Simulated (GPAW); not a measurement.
## SrCl2: band structure with r2SCAN

Crystal: SrCl2.

```
Sr Cl
1.0
     0.00000    3.48835    3.48835
     3.48835    0.00000    3.48835
     3.48835    3.48835    0.00000
Sr Cl
1 2
Direct
  0.00000 0.00000 0.00000
  0.75000 0.75000 0.75000
  0.25000 0.25000 0.25000
```

```
Program             : GPAW 26.7.0
Task                : band structure
Functional          : r2SCAN
Potentials or basis : GPAW PAW data sets (gpaw-data 1.2.1)
Cutoff              : 600 eV
Basis               : pw
k mesh              : 7 × 7 × 7
Occupations         : fermi-dirac, width 0.05 eV
Spin                : no spin polarisation
Maxiter             : 150
Band path           : GXWKGLUWLK,UX
Band points         : 100
```

```yaml
Pressure: 0.3 GPa
Band_gap_on_the_k_mesh: 6.01 eV, indirect (least direct gap 6.21 eV)
Band_gap_along_the_path: 5.97 eV, indirect (least direct gap 6.00 eV)
```

Levels at the corners of the path, in eV from the valence-band top:
| point | band 9 | band 10 | band 11 | band 12 | band 13 | band 14 | band 15 | band 16 |
| --- | --- | --- | --- | --- | --- | --- | --- | --- |
| Γ | -2.13 | -0.35 | -0.35 | -0.35 | 5.97 | 6.71 | 6.71 | 9.55 |
| X | -1.91 | -0.39 | -0.39 | 0.00 | 6.00 | 7.82 | 8.28 | 8.74 |
| W | -1.22 | -1.22 | -0.29 | -0.11 | 6.70 | 7.65 | 7.97 | 7.97 |
| K | -1.75 | -0.70 | -0.53 | -0.11 | 6.45 | 7.88 | 7.97 | 8.34 |
| Γ | -2.13 | -0.35 | -0.35 | -0.35 | 5.97 | 6.71 | 6.71 | 9.55 |
| L | -1.48 | -1.34 | -1.06 | -1.06 | 7.33 | 7.33 | 8.21 | 8.30 |
| U | -1.75 | -0.70 | -0.53 | -0.11 | 6.45 | 7.88 | 7.97 | 8.34 |
| W | -1.22 | -1.22 | -0.29 | -0.11 | 6.70 | 7.65 | 7.97 | 7.97 |
| L | -1.48 | -1.34 | -1.06 | -1.06 | 7.33 | 7.33 | 8.21 | 8.30 |
| K | -1.75 | -0.70 | -0.53 | -0.11 | 6.45 | 7.88 | 7.97 | 8.34 |
| U | -1.75 | -0.70 | -0.53 | -0.11 | 6.45 | 7.88 | 7.97 | 8.34 |
| X | -1.91 | -0.39 | -0.39 | 0.00 | 6.00 | 7.82 | 8.28 | 8.74 |

Wall time 6.6 min on 1 thread of Arm Neoverse V2 (shared host), peak memory 0.51 GiB.

Caveat: the PAW data sets were made with another functional, which shifts forces and pressure a little. r2SCAN opens gaps a little over a GGA but as a rule still falls short of measured ones.
